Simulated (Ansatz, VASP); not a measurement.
**One calculation of Ba, two programs**

```
CELL_PARAMETERS angstrom
3.65948 -7.72359 0.00000
3.65948 7.72359 0.00000
0.00000 0.00000 4.48730
ATOMIC_POSITIONS crystal
Ba 0.12978 0.87022 0.00049
Ba 0.62978 0.37022 0.49951
Ba 0.87022 0.12978 0.99951
Ba 0.37022 0.62978 0.50049
```

Alike in both runs: functional PBE; k mesh 8 × 8 × 10; occupations gaussian, width 0.1 eV; no spin polarisation.

Ansatz relaxed the structure, and its values are those at the end. VASP's run is a single point on that final structure, the one shown.

|  | VASP | Ansatz |
| --- | --- | --- |
| version | VASP 6.6.1 | Ansatz 0.2.0 |
| potentials or method | VASP PAW PBE potentials, release 64 (Ba_sv) | scalar-relativistic, plane waves, PAW |
| plane-wave cutoff (eV) | 520 | 420 |
| valence electrons in the cell | 40 | 40 |

```tsv
	VASP	Ansatz	Ansatz less VASP
gap on the k mesh at the Fermi level (eV)	none	none	-
pressure (GPa)	0.1	0.0	-0.06
rms of the force components (eV/Å)	0.003	0.001	-0.0017
```

A gap of «none» marks a metal or a gap that the smearing closes.

The runs have no spin-orbit coupling, so splittings on Ba are missing.
